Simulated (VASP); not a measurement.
The system is SnSe2.

```
Sn Se
1.0
     3.81100    0.00000    0.00000
    -1.90550    3.30042    0.00000
     0.00000    0.00000    6.13600
Sn Se
1 2
Direct
  0.00000 0.00000 0.00000
  0.66667 0.33333 0.75100
  0.33333 0.66667 0.24900
```

| Quantity | Value |
| --- | --- |
| Program | VASP 6.6.1 |
| Task | relaxation of cell and atoms |
| Functional | LDA |
| Potentials or basis | VASP PAW LDA potentials, release 64 (Sn_d, Se) |
| Cutoff | 600 eV |
| k mesh | 8 × 8 × 4 |
| Occupations | gaussian, width 0.02 eV |
| Spin | no spin polarisation |

At the start: pressure 1.0 GPa; volume 25.73 Å³/atom.

Task: Where does the relaxation end?

Result: Over 16 steps the energy falls by 12.8 meV/atom and the volume is 24.59 Å³/atom (-4.4 %); space group P-3m1 (No. 164, to 0.05 Å).

The path:
```csv
step,energy change (eV),largest force (eV/Å),pressure (GPa),volume (Å³)
1,0.0000,0.5073,0.99,77.18
2,-0.0127,0.0141,-1.48,78.97
3,-0.0152,0.1306,-0.81,78.45
4,-0.0217,0.0902,-0.37,77.45
5,-0.0227,0.0645,-0.07,76.85
6,-0.0250,0.0807,0.06,76.47
7,-0.0303,0.1299,0.43,75.34
8,-0.0315,0.2256,1.40,73.06
9,-0.0327,0.1937,1.02,73.92
10,-0.0336,0.1790,0.94,73.90
11,-0.0358,0.1358,0.70,73.84
12,-0.0381,0.0520,0.23,73.71
13,-0.0382,0.0244,0.09,73.67
14,-0.0382,0.0212,0.07,73.66
15,-0.0383,0.0179,0.04,73.69
16,-0.0383,0.0079,-0.02,73.77
```

Final structure:
```
CELL_PARAMETERS angstrom
3.80597 0.00000 0.00000
-1.90299 3.29607 0.00000
0.00000 0.00000 5.88063
ATOMIC_POSITIONS crystal
Sn 0.00000 0.00000 0.00000
Se 0.66667 0.33333 0.73183
Se 0.33333 0.66667 0.26817
```
